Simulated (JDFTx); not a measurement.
# As (R-3m) in JDFTx: further runs, part 2 of 2

JDFTx 1.7.0 (patched build). Earlier steps stand in the parts before.

## Step 3: Relaxation of cell and atoms, AM05

The input, As.in:

```
lattice \
    3.5541910346    -3.5541910346     0.0000000000 \
    2.0520131505     2.0520131505    -4.1040263011 \
    6.6406147546     6.6406147546     6.6406147546
coords-type Lattice
ion As     0.2260000000     0.2260000000     0.2260000000 1
ion As     0.7740000000     0.7740000000     0.7740000000 1

ion-species pseudo/As.upf
elec-cutoff 40 320
elec-ex-corr gga-x-am05 gga-c-am05
kpoint-folding 3 3 3
elec-smearing Fermi 0.0018374661
elec-n-bands 10
electronic-SCF nIterations 100 energyDiffThreshold 1e-09
electronic-minimize nIterations 30 energyDiffThreshold 1e-7
forces-output-coords Cartesian
lattice-minimize nIterations 40 energyDiffThreshold 1e-6

dump-name run.$VAR
dump End Ecomponents EigStats BandEigs Kpoints Forces Stress ElecDensity KEdensity
```

Potentials or basis: SG15-PBE-1.2 with smoothed tails.

Command:

```bash
> jdftx -c 1 -i As.in -o As.out
```

The program printed:

```text
*************** JDFTx 1.7.0 (patched build) ***************

Input parsed successfully to the following command list (including defaults):
[... the input with its defaults ...]

---------- Setting up symmetries ----------

Non-trivial transmission matrix:
[   1   0   0  ]
[  -1   1   0  ]
[   0  -1   1  ]
with reduced lattice vectors:
[      7.108382     -3.554191      0.000000  ]
[      0.000000      6.156039     -4.104026  ]
[      0.000000      0.000000      6.640615  ]

Found 12 point-group symmetries of the bravais lattice
Found 12 space-group symmetries with basis
Applied RMS atom displacement 0 bohrs to make symmetries exact.

---------- Initializing the Grid ----------
R =
[      3.55419     -3.55419            0  ]
[      2.05201      2.05201     -4.10403  ]
[      6.64061      6.64061      6.64061  ]
unit cell volume = 290.59
G =
[   0.883912   0.510327   0.315392  ]
[  -0.883912   0.510327   0.315392  ]
[ 6.89868e-18   -1.02065   0.315392  ]
Minimum fftbox size, Smin = [  64  64  64  ]
Chosen fftbox size, S = [  64  64  64  ]

---------- Initializing tighter grid for wavefunction operations ----------
R =
[      3.55419     -3.55419            0  ]
[      2.05201      2.05201     -4.10403  ]
[... 129 lines left out ...]
SCF: Cycle:  4   F: -12.651994442258621   dF: -2.689e-08   |Residual|: 4.256e-05   |deigs|: 1.139e-05
	FillingsUpdate:  mu: +0.274385748  nElectrons: 10.000000
SCF: Cycle:  5   F: -12.651994444243249   dF: -1.985e-09   |Residual|: 1.335e-05   |deigs|: 2.071e-06
	FillingsUpdate:  mu: +0.274386665  nElectrons: 10.000000
SCF: Cycle:  6   F: -12.651994444534184   dF: -2.909e-10   |Residual|: 3.236e-06   |deigs|: 1.025e-06
	FillingsUpdate:  mu: +0.274386625  nElectrons: 10.000000
SCF: Cycle:  7   F: -12.651994444556518   dF: -2.233e-11   |Residual|: 9.670e-07   |deigs|: 2.651e-07
SCF: Converged (|Delta E|<1.000000e-09 for 2 iters).

Setting wave functions to eigenvectors of Hamiltonian
LatticeMinimize: 	Wolfe criterion not satisfied: alpha: 1  (E-E0)/|gdotd0|: -0.954559  gdotd/gdotd0: 0.910404 (taking cubic step)

-------- Electronic minimization -----------
Will mix electronic density at each iteration.
	FillingsUpdate:  mu: +0.274386625  nElectrons: 10.000000
	FillingsUpdate:  mu: +0.272873605  nElectrons: 10.000000
SCF: Cycle:  0   F: -12.652225173862327   dF: -1.377e-04   |Residual|: 6.097e-03   |deigs|: 2.743e-05
	FillingsUpdate:  mu: +0.272579910  nElectrons: 10.000000
SCF: Cycle:  1   F: -12.652275572700356   dF: -5.040e-05   |Residual|: 2.874e-03   |deigs|: 2.905e-04
	FillingsUpdate:  mu: +0.272366575  nElectrons: 10.000000
SCF: Cycle:  2   F: -12.652289357927462   dF: -1.379e-05   |Residual|: 7.175e-04   |deigs|: 2.296e-04
	FillingsUpdate:  mu: +0.272405586  nElectrons: 10.000000
SCF: Cycle:  3   F: -12.652289435593687   dF: -7.767e-08   |Residual|: 1.984e-04   |deigs|: 2.347e-05
	FillingsUpdate:  mu: +0.272385700  nElectrons: 10.000000
SCF: Cycle:  4   F: -12.652289533896003   dF: -9.830e-08   |Residual|: 8.036e-05   |deigs|: 2.104e-05
	FillingsUpdate:  mu: +0.272387944  nElectrons: 10.000000
SCF: Cycle:  5   F: -12.652289542129362   dF: -8.233e-09   |Residual|: 2.218e-05   |deigs|: 4.059e-06
	FillingsUpdate:  mu: +0.272389265  nElectrons: 10.000000
[... 661 lines left out ...]
# Energy components:
   Eewald =      -13.3122721386519203
       EH =        0.6732872218622646
     Eloc =       -4.1779553037502160
      Enl =        3.2321824474348722
      Exc =       -3.0857075814261248
       KE =        4.0161483830218296
-------------------------------------
     Etot =      -12.6543169715092958
       TS =        0.0000000017292053
-------------------------------------
        F =      -12.6543169732385010

LatticeMinimize: Iter:  12  F: -12.654316973238501  |grad|_K:  3.627e-05  alpha:  1.000e+00  linmin: -8.908e-01
LatticeMinimize: Converged (|Delta F|<1.000000e-06 for 2 iters).

Dumping 'run.eigStats' ...
	eMin: -0.270829 at state 0 ( [ +0.000000 +0.000000 +0.000000 ] spin 0 )
	HOMO: +0.237023 at state 1 ( [ +0.000000 +0.000000 +0.333333 ] spin 0 )
	mu  : +0.267590
	LUMO: +0.298159 at state 1 ( [ +0.000000 +0.000000 +0.333333 ] spin 0 )
	eMax: +0.622230 at state 2 ( [ +0.000000 +0.333333 +0.333333 ] spin 0 )
	HOMO-LUMO gap: +0.061135
	Optical gap  : +0.061135 at state 1 ( [ +0.000000 +0.000000 +0.333333 ] spin 0 )
Done!
[note: mu as printed may lie anywhere between the filled and the empty levels]
```

Wall time 54 s (1 thread of AMD EPYC 9R45 (Zen 5), shared host); peak memory 0.12 GiB.

Results:

```yaml
Free_energy: -344.3415 eV
Relaxed_volume: 21.71 Å³/atom
Relaxed_cell: a = 4.009 Å, b = 4.009 Å, c = 4.009 Å, α = 57.95°, β = 57.95°, γ = 57.95°
Space_group_after_relaxing_to_0.05_Å: R-3m (No. 166)
Energy_gained_by_relaxing: 33.9 meV/atom
Ionic_steps: 13
Pressure_after_relaxing: 0.0 GPa
Band_gap_on_the_k_mesh: 1.66 eV, direct
```

The path:
```
step  energy change (eV)  largest force (eV/Å)  pressure (GPa)  volume (Å³)
   1              0.0000                0.2100            2.87        43.06
   2             -0.0127                0.0678            1.93        43.31
   3             -0.0292                0.0211            0.88        43.67
   4             -0.0470                0.0432           -0.11        44.05
   5             -0.0621                0.0042           -0.67        44.15
   6             -0.0664                0.0865            0.52        43.34
   7             -0.0669                0.0167            0.47        43.24
   8             -0.0674                0.0118            0.23        43.32
   9             -0.0677                0.0127            0.05        43.42
  10             -0.0678                0.0090           -0.07        43.48
  11             -0.0679                0.0030            0.00        43.44
  12             -0.0679                0.0017            0.00        43.43
  13             -0.0679                0.0006            0.00        43.43
```

Final structure:
```
CELL_PARAMETERS angstrom
1.94217 1.12131 3.32347
-1.94217 1.12131 3.32347
0.00000 -2.24262 3.32347
ATOMIC_POSITIONS crystal
As 0.22687 0.22687 0.22687
As 0.77313 0.77313 0.77313
```

Caveat: the k mesh is coarse (spacing up to 0.67 Å⁻¹), so the values aren't converged; the potentials were made for another functional, which shifts forces and pressure; an odd mesh through Γ misses points on the zone boundary, where band edges often lie.

## Step 4: Relaxation of cell and atoms, revPBE

Changes to As.in since step 3:

```diff
@@ -10,3 +10,3 @@
 elec-cutoff 40 320
-elec-ex-corr gga-x-am05 gga-c-am05
+elec-ex-corr gga-x-pbe-r gga-c-pbe
 kpoint-folding 3 3 3
@@ -20,2 +20,2 @@
 dump-name run.$VAR
-dump End Ecomponents EigStats BandEigs Kpoints Forces Stress ElecDensity KEdensity
+dump End Ecomponents EigStats BandEigs Kpoints Forces Stress
```

Command:

```bash
> jdftx -c 1 -i As.in -o As.out
```

Wall time 46 s (1 thread of AMD EPYC 9R45 (Zen 5), shared host); peak memory 0.12 GiB.

Results (log left out):

```yaml
Free_energy: -345.3212 eV
Relaxed_volume: 22.68 Å³/atom
Relaxed_cell: a = 4.100 Å, b = 4.100 Å, c = 4.100 Å, α = 56.99°, β = 56.99°, γ = 56.99°
Space_group_after_relaxing_to_0.05_Å: R-3m (No. 166)
Energy_gained_by_relaxing: 37.5 meV/atom
Ionic_steps: 11
Pressure_after_relaxing: 0.0 GPa
Band_gap_on_the_k_mesh: 1.59 eV, direct
```

Step by step:
| step | energy change (eV) | largest force (eV/Å) | pressure (GPa) | volume (Å³) |
| --- | --- | --- | --- | --- |
| 1 | 0.0000 | 0.1058 | 5.16 | 43.06 |
| 2 | -0.0187 | 0.0100 | 3.97 | 43.51 |
| 3 | -0.0495 | 0.1183 | 1.80 | 44.56 |
| 4 | -0.0697 | 0.0504 | -0.26 | 45.90 |
| 5 | -0.0726 | 0.0714 | -0.34 | 45.99 |
| 6 | -0.0737 | 0.0366 | -0.08 | 45.69 |
| 7 | -0.0745 | 0.0072 | -0.07 | 45.56 |
| 8 | -0.0748 | 0.0066 | -0.04 | 45.50 |
| 9 | -0.0751 | 0.0099 | -0.01 | 45.39 |
| 10 | -0.0751 | 0.0003 | 0.00 | 45.37 |
| 11 | -0.0751 | 0.0002 | 0.00 | 45.36 |

Final structure:
```
As
1.0
     1.95628    1.12945    3.42184
    -1.95628    1.12945    3.42184
     0.00000   -2.25891    3.42184
As
2
Direct
  0.22494 0.22494 0.22494
  0.77506 0.77506 0.77506
```

Levels at points of the mesh, in eV from the valence-band top:
| k point | band 2 | band 3 | band 4 | band 5 | band 6 | band 7 | band 8 | band 9 |
| --- | --- | --- | --- | --- | --- | --- | --- | --- |
| (0.00, 0.00, 0.00) | -4.96 | -1.17 | -1.17 | -0.79 | 2.59 | 3.85 | 3.85 | 7.69 |

Caveat: the k mesh is coarse (spacing up to 0.67 Å⁻¹), so the values aren't converged; the potentials were made for another functional, which shifts forces and pressure; an odd mesh through Γ misses points on the zone boundary, where band edges often lie.

## Step 5: Single point, PBE

The input, As.in:

```
lattice \
    3.5541910346    -3.5541910346     0.0000000000 \
    2.0520131505     2.0520131505    -4.1040263011 \
    6.6406147546     6.6406147546     6.6406147546
coords-type Lattice
ion As     0.2260000000     0.2260000000     0.2260000000 1
ion As     0.7740000000     0.7740000000     0.7740000000 1

ion-species pseudo/As.upf
elec-cutoff 42 336
elec-ex-corr gga-PBE
kpoint-folding 4 4 4
elec-smearing Fermi 0.0018374661
elec-n-bands 22
electronic-SCF nIterations 100 energyDiffThreshold 1e-09
electronic-minimize nIterations 30 energyDiffThreshold 1e-7
converge-empty-states yes
forces-output-coords Cartesian

dump-name run.$VAR
dump End Ecomponents EigStats BandEigs Kpoints Forces Stress ElecDensity Dtot KEdensity
```

Potentials or basis: PseudoDojo-SR-PBE-0.4.1-standard with smoothed tails.

Command:

```bash
> jdftx -c 1 -i As.in -o As.out
```

Run time: 35 s. Hardware: 1 thread of Intel Xeon 6975P-C (Granite Rapids), shared host; peak memory 0.17 GiB.

It converged, with:

| Item | Value |
| --- | --- |
| Free energy | -5221.4628 eV |
| Pressure | 3.8 GPa |
| Largest force | 0.098 eV/Å |

Forces in eV/Å, atoms in the order of the input:
```
As   0.000  0.000  0.098
As   0.000  0.000 -0.098
```

Stress tensor (GPa, compression positive):
```
5.17 0.00 0.00
0.00 5.17 0.00
0.00 0.00 1.05
```

Levels at points of the mesh, in eV from the Fermi level:
| k point | band 13 | band 14 | band 15 | band 16 | band 17 | band 18 |
| --- | --- | --- | --- | --- | --- | --- |
| (0.00, 0.00, 0.00) | -2.16 | -1.67 | -1.67 | 2.00 | 3.26 | 3.26 |
| (0.00, 0.00, 0.50) | -2.50 | -2.46 | -0.05 | 0.05 | 0.72 | 1.74 |
| (0.00, 0.50, 0.50) | -5.63 | -3.87 | -3.78 | 1.81 | 5.81 | 7.24 |
| (0.50, 0.50, 0.50) | -1.42 | -1.42 | -0.24 | 1.12 | 1.12 | 2.16 |

Caveat: the k mesh is coarse (spacing up to 0.50 Å⁻¹), so the values aren't converged.

## Step 6: Summary

```csv
task,level,potentials or basis,cell,k mesh,cutoff (eV),further solve for the empty bands,gap on the mesh (eV),pressure (GPa),relaxed volume (Å³/atom)
relaxation of cell and atoms,TPSS,SG15-PBE-1.2 with smoothed tails,relaxed,3 × 3 × 3,1088,no,1.60,0.0,22.62
relaxation of cell and atoms,AM05,SG15-PBE-1.2 with smoothed tails,relaxed,3 × 3 × 3,1088,no,1.66,0.0,21.71
relaxation of cell and atoms,revPBE,SG15-PBE-1.2 with smoothed tails,relaxed,3 × 3 × 3,1088,no,1.59,0.0,22.68
single point,PBE,PseudoDojo-SR-PBE-0.4.1-standard with smoothed tails,as given,4 × 4 × 4,1143,yes,-,3.8,-
```

Alike in all rows: no spin polarisation; smearing fermi-dirac 0.05 eV; the mesh is coarse, so values aren't converged.

Caveats: all runs use coarse meshes; the potentials were made for another functional, which shifts forces and pressure (some runs); an odd mesh through Γ misses points on the zone boundary, where band edges often lie (some runs); meta-GGA forces are noisy on this grid (some runs).

Total energies depend on the potentials used, so only differences within one code and one set of settings carry meaning.
